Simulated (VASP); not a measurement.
# TaN (P6/mmm) in VASP: notebook

One crystal, TaN, is run at these levels: LDA+U; tasks: single point.

Program: VASP 6.6.1. These are calculated values, not measurements. Logs are shortened: lines on timing, memory, paths and dates and some standing lists are left out, and cuts for length are marked.

## 1. The crystal as given

Symmetry: P6/mmm, No. 191, hexagonal system. The conventional cell has a = 5.185 Å, b = 5.185 Å, c = 2.908 Å, α = 90.00°, β = 90.00°, γ = 120.00°. Ta (site symmetry 6/mmm) is surrounded by 6 N at 2.59 Å and 2 Ta at 2.91 Å. Ta (site symmetry -6m2) has 6 N at 2.09 Å as nearest neighbours. Around N (site symmetry mmm) lie 4 Ta at 2.09 Å.

## 2. Single point, LDA+U, collinear spin, typed start

Contents of INCAR:

```
  ALGO = Normal
  EDIFF = 1E-6
  ENCUT = 520
  ISIF = 2
  ISMEAR = 0
  ISPIN = 2
  LASPH = T
  LCHARG = F
  LDAU = T
  LDAUJ = 0 0
  LDAUL = 2 -1
  LDAUPRINT = 1
  LDAUTYPE = 2
  LDAUU = 4 0
  LMAXMIX = 4
  LORBIT = 11
  LREAL = F
  LWAVE = F
  MAGMOM = 2 2 2 0 0 0
  NBANDS = 37
  NELM = 150
  PREC = Accurate
  SIGMA = 0.05
```

Contents of KPOINTS:

```
k-points
0
Gamma
  4 4 7
```

Contents of POSCAR:

```
TaN
1.0
    5.1850002000      0.0000000000      0.0000000000
   -2.5925001000      4.4903418900      0.0000000000
    0.0000000000      0.0000000000      2.9080005300
Ta N
3 3
Direct
    0.0000000000      0.0000000000      0.0000000000
    0.3333333333      0.6666666667      0.5000000000
    0.6666666667      0.3333333333      0.5000000000
    0.5000000000      0.0000000000      0.0000000000
    0.5000000000      0.5000000000      0.0000000000
    0.0000000000      0.5000000000      0.0000000000
```

Potentials or basis: VASP PAW LDA potentials, release 64 (Ta_pv, N).

Run with:

```sh
> cat potpaw_LDA.64/Ta_pv/POTCAR potpaw_LDA.64/N/POTCAR > POTCAR
> mpirun -np 1 vasp_std > vasp.out
```

OUTCAR:

```text
EDIFF = 1E-6
   ENCUT = 520
   ISIF = 2
   ISMEAR = 0
   ISPIN = 2
   LASPH = T
   LORBIT = 11
   LREAL = F
   NELM = 150
   PREC = Accurate

 ion  position               nearest neighbor table
   1  0.000  0.000  0.000-   5 2.59   6 2.59   6 2.59   5 2.59   4 2.59   4 2.59   2 3.33   3 3.33
                             2 3.33   3 3.33   2 3.33   2 3.33   3 3.33   3 3.33   2 3.33   3 3.33
   2  0.333  0.667  0.500-   4 2.09   4 2.09   6 2.09   6 2.09   5 2.09   5 2.09   3 2.99   3 2.99
                             3 2.99   1 3.33   1 3.33   1 3.33   1 3.33   1 3.33   1 3.33
   3  0.667  0.333  0.500-   4 2.09   4 2.09   6 2.09   6 2.09   5 2.09   5 2.09   2 2.99   2 2.99
                             2 2.99   1 3.33   1 3.33   1 3.33   1 3.33   1 3.33   1 3.33
   4  0.500  0.000  0.000-   2 2.09   3 2.09   2 2.09   3 2.09   1 2.59   1 2.59
   5  0.500  0.500  0.000-   2 2.09   3 2.09   2 2.09   3 2.09   1 2.59   1 2.59
   6  0.000  0.500  0.000-   2 2.09   3 2.09   2 2.09   3 2.09   1 2.59   1 2.59

  LATTYP: Found a hexagonal cell.
 ALAT       =     5.1850002000
 C/A-ratio  =     0.5608486823

  Lattice vectors:

 A1 = (   5.1850002000,   0.0000000000,   0.0000000000)
 A2 = (  -2.5925001000,   4.4903418900,   0.0000000000)
 A3 = (   0.0000000000,   0.0000000000,   2.9080005300)

Analysis of symmetry for initial positions (statically):
=====================================================================
 Subroutine PRICEL returns:
 Original cell was already a primitive cell.

 Routine SETGRP: Setting up the symmetry group for a
 hexagonal supercell.

 Subroutine GETGRP returns: Found 24 space group operations
 (whereof 24 operations were pure point group operations)
 out of a pool of 24 trial point group operations.

The static configuration has the point symmetry D_6h.

Analysis of symmetry for dynamics (positions and initial velocities):
=====================================================================
 Subroutine PRICEL returns:
 Original cell was already a primitive cell.

 Routine SETGRP: Setting up the symmetry group for a
 hexagonal supercell.

 Subroutine GETGRP returns: Found 24 space group operations
 (whereof 24 operations were pure point group operations)
 out of a pool of 24 trial point group operations.

The dynamic configuration has the point symmetry D_6h.

Analysis of structural, dynamic, and magnetic symmetry:
=====================================================================
 Subroutine PRICEL returns:
 Original cell was already a primitive cell.

 Routine SETGRP: Setting up the symmetry group for a
 hexagonal supercell.

 Subroutine GETGRP returns: Found 24 space group operations
 (whereof 24 operations were pure point group operations)
 out of a pool of 24 trial point group operations.

The overall configuration has the point symmetry D_6h.

 Subroutine INISYM returns: Found 24 space group operations
 (whereof 24 operations are pure point group operations),
 and found     1 'primitive' translations

----------------------------------------------------------------------------------------

                                     Primitive cell

  volume of cell :      67.7053

  direct lattice vectors                    reciprocal lattice vectors
     5.185000200  0.000000000  0.000000000     0.192864023  0.111350096  0.000000000
    -2.592500100  4.490341890  0.000000000     0.000000000  0.222700192  0.000000000
     0.000000000  0.000000000  2.908000530     0.000000000  0.000000000  0.343878892

  length of vectors
     5.185000200  5.185000198  2.908000530     0.222700192  0.222700192  0.343878892

[... 92 lines left out ...]
   EMIN   =  10.00;   EMAX   =-10.00  energy-range for DOS
   EFERMI =   0.00;   METHOD = LEGACY
   ISMEAR =     0;   SIGMA  =   0.05  broadening in eV -4-tet -1-fermi 0-gaus
   EFERMI_NEDOS =   21; number of points for ismear=-14 and -15
   IALGO  =     38    algorithm
   IMIX   =      4    mixing-type and parameters
     AMIX     =   0.40;   BMIX     =  1.00
     AMIX_MAG =   1.60;   BMIX_MAG =  1.00
  volume/ion in A,a.u.               =      11.28        76.15
  Fermi-wavevector in a.u.,A,eV,Ry     =   1.459759  2.758544 28.992586  2.130895
  Thomas-Fermi vector in A             =   2.576288
   LORBIT       =     11    0 simple, 1 ext, 2 COOP (PROOUT), +10 PAW based schemes
 LDA+U is selected, type is set to LDAUTYPE =  2
   angular momentum for each species LDAUL =     2   -1
   U (eV)           for each species LDAUU =   4.0  0.0
   J (eV)           for each species LDAUJ =   0.0  0.0
   GGA     = CA    functional components
   LHFCALC =     F    Hartree Fock is set to
   AEXX    =    0.0000 exact exchange contribution
   IVDW    =     0    specifies the selected vdW correction
   LEPSILON=     F    determine dielectric tensor
   LRPA    =     F    only Hartree local field effects (RPA)
 spin polarized calculation
 Gauss-broadening in eV      SIGMA  =   0.05
  energy-cutoff  :      520.00
  volume of cell :       67.71
 maximum number of plane-waves:      1840
 NGX is ok and might be reduce to    40
   NGX = 19   NGY = 19   NGZ = 11

 number of electron      48.0000007 magnetization       0.0002614

atom =   1  type =  1  l = 2

 onsite density matrix

spin component  1
[... 83 lines left out ...]
  o =  0.2143  v =  0.0000 -0.0000 -0.0000  0.0000 -1.0000  0.0000  0.0000  0.0000  0.0000  0.0000      0.0000  0.0000  0.0000  0.0000  0.0000  0.0000  0.0000  0.0000  0.0000  0.0000
  o =  0.2143  v =  1.0000  0.0000  0.0000  0.0000  0.0000  0.0000  0.0000  0.0000  0.0000  0.0000      0.0000  0.0000  0.0000  0.0000  0.0000  0.0000  0.0000  0.0000  0.0000  0.0000
  o =  0.2143  v =  0.0000  0.0000  0.0000  0.0000  0.0000  0.0000 -0.0000 -0.0000  0.0000 -1.0000      0.0000  0.0000  0.0000  0.0000  0.0000  0.0000  0.0000  0.0000  0.0000  0.0000
  o =  0.2143  v =  0.0000  0.0000  0.0000  0.0000  0.0000  1.0000  0.0000  0.0000  0.0000  0.0000      0.0000  0.0000  0.0000  0.0000  0.0000  0.0000  0.0000  0.0000  0.0000  0.0000
  o =  0.2436  v =  0.0000  1.0000 -0.0000 -0.0000 -0.0000  0.0000  0.0000  0.0000  0.0000  0.0000      0.0000  0.0000  0.0000  0.0000  0.0000  0.0000  0.0000  0.0000  0.0000  0.0000
  o =  0.2436  v =  0.0000  0.0000  0.0000  1.0000  0.0000  0.0000  0.0000  0.0000  0.0000  0.0000      0.0000  0.0000  0.0000  0.0000  0.0000  0.0000  0.0000  0.0000  0.0000  0.0000
  o =  0.2436  v =  0.0000  0.0000  0.0000  0.0000  0.0000  0.0000  1.0000  0.0000 -0.0000 -0.0000      0.0000  0.0000  0.0000  0.0000  0.0000  0.0000  0.0000  0.0000  0.0000  0.0000
  o =  0.2436  v =  0.0000  0.0000  0.0000  0.0000  0.0000  0.0000  0.0000  0.0000  1.0000 -0.0000      0.0000  0.0000  0.0000  0.0000  0.0000  0.0000  0.0000  0.0000  0.0000  0.0000
  o =  0.2663  v =  0.0000 -0.0000 -1.0000  0.0000  0.0000  0.0000  0.0000  0.0000  0.0000  0.0000      0.0000  0.0000  0.0000  0.0000  0.0000  0.0000  0.0000  0.0000  0.0000  0.0000
  o =  0.2663  v =  0.0000  0.0000  0.0000  0.0000  0.0000  0.0000  0.0000 -1.0000  0.0000  0.0000      0.0000  0.0000  0.0000  0.0000  0.0000  0.0000  0.0000  0.0000  0.0000  0.0000

 number of electron      48.0000007 magnetization      -0.0000740

 Free energy of the ion-electron system (eV)
  ---------------------------------------------------
  ext. energy  EPLUGINS =         0.00000000
  ---------------------------------------------------
  free energy    TOTEN  =       -60.55623617 eV

  energy without entropy =      -60.55507465  energy(sigma->0) =      -60.55565541

 E-fermi :   8.5866     XC(G=0): -13.3026

 val. band max:        8.5377007928   @ k =   0.2500   0.0000   0.4286
 cond. band min:       8.7867726118   @ k =   0.0000   0.0000   0.2857
 fundamental gap:      0.2490718190
 Fermi energy:         8.5865724138

 spin component 1

 k-point     1 :       0.0000    0.0000    0.0000
  band No.  band energies     occupation
      1     -28.2522      1.00000
      2     -28.2522      1.00000
      3     -27.9209      1.00000
      4     -27.9209      1.00000
      5     -27.6375      1.00000
      6     -27.6375      1.00000
[... 613 lines left out ...]
     35      14.6593      0.00000
     36      15.5300      0.00000
 Fermi energy:         8.5865724138

 spin component 2

 k-point     1 :       0.0000    0.0000    0.0000
  band No.  band energies     occupation
      1     -28.2521      1.00000
      2     -28.2521      1.00000
      3     -27.9208      1.00000
      4     -27.9208      1.00000
      5     -27.6374      1.00000
      6     -27.6374      1.00000
[... 613 lines left out ...]
     35      14.6593      0.00000
     36      15.5300      0.00000
 [bands above 36 left out]

------------------------ aborting loop because EDIFF is reached ----------------------------------------

  FORCE on cell =-STRESS in cart. coord.  units (eV):
  Direction    XX          YY          ZZ          XY          YZ          ZX
  --------------------------------------------------------------------------------------
  -------------------------------------------------------------------------------------
  Total        3.5611553      3.5611553      4.2315781      0.0000000     -0.0000000      0.0000000
  in kB       84.2711313     84.2711312    100.1360089      0.0000000     -0.0000000      0.0000000
  external PRESSURE =      89.5594238 kB  Pullay stress =       0.0000000 kB

 VOLUME and BASIS-vectors are now :
 -----------------------------------------------------------------------------
  energy-cutoff  :      520.00
  volume of cell :       67.71
      direct lattice vectors                 reciprocal lattice vectors
     5.185000200  0.000000000  0.000000000     0.192864023  0.111350096  0.000000000
    -2.592500100  4.490341890  0.000000000     0.000000000  0.222700192  0.000000000
     0.000000000  0.000000000  2.908000530     0.000000000  0.000000000  0.343878892

 POSITION                                       TOTAL-FORCE (eV/Angst)
 -----------------------------------------------------------------------------------
      0.00000      0.00000      0.00000         0.000000      0.000000      0.000000
     -0.00000      2.99356      1.45400         0.000000     -0.000000     -0.000000
      2.59250      1.49678      1.45400        -0.000000     -0.000000      0.000000
      2.59250      0.00000      0.00000         0.000000      0.000000      0.000000
      1.29625      2.24517      0.00000         0.000000      0.000000      0.000000
     -1.29625      2.24517      0.00000         0.000000      0.000000      0.000000
 -----------------------------------------------------------------------------------
    total drift:                               -0.000000      0.000000     -0.000000

  FREE ENERGIE OF THE ION-ELECTRON SYSTEM (eV)
  ---------------------------------------------------
  free  energy   TOTEN  =       -60.5562361695 eV

  energy  without entropy=      -60.5550746493  energy(sigma->0) =      -60.55565541

 total charge

# of ion       s       p       d       tot
------------------------------------------
    1        0.295   6.134   2.117   8.546
    2        0.337   6.328   2.310   8.975
    3        0.337   6.328   2.310   8.975
    4        1.239   2.562   0.000   3.801
    5        1.239   2.562   0.000   3.801
    6        1.239   2.562   0.000   3.801
--------------------------------------------------
tot          4.687  26.475   6.737  37.898

 magnetization (x)

# of ion       s       p       d       tot
------------------------------------------
    1       -0.000  -0.000  -0.000  -0.000
    2        0.000   0.000   0.000   0.000
    3        0.000   0.000   0.000   0.000
    4       -0.000   0.000   0.000   0.000
    5       -0.000   0.000   0.000   0.000
    6       -0.000   0.000   0.000   0.000
--------------------------------------------------
tot         -0.000   0.000  -0.000  -0.000
```

Run time: 45 s. Hardware: 1 thread of Intel Xeon Platinum 8488C (Sapphire Rapids), shared host; peak memory 0.2 GiB.

Results:

* Free energy: -60.5562 eV
* Pressure: 9.0 GPa
* Band gap on the k mesh: none (metal or under the smearing width)
* Net moment: 0.00 μB per cell
* Valence electrons inside the program's atomic spheres: Ta 8.55, 8.97; N 3.80

Eigenvalues of the final occupation matrices:
```csv
site,spin,trace,eigenvalues
site 1 d,1,1.08,0.16 0.16 0.25 0.25 0.26
site 1 d,2,1.08,0.16 0.16 0.25 0.25 0.26
site 2 d,1,1.18,0.21 0.21 0.24 0.24 0.27
site 2 d,2,1.18,0.21 0.21 0.24 0.24 0.27
site 3 d,1,1.18,0.21 0.21 0.24 0.24 0.27
site 3 d,2,1.18,0.21 0.21 0.24 0.24 0.27
```

Spin-orbit coupling is left out, which matters for the levels of Ta. The state reached can hang on the start; a lower one may exist.

(Continued in part 2 of 2.)
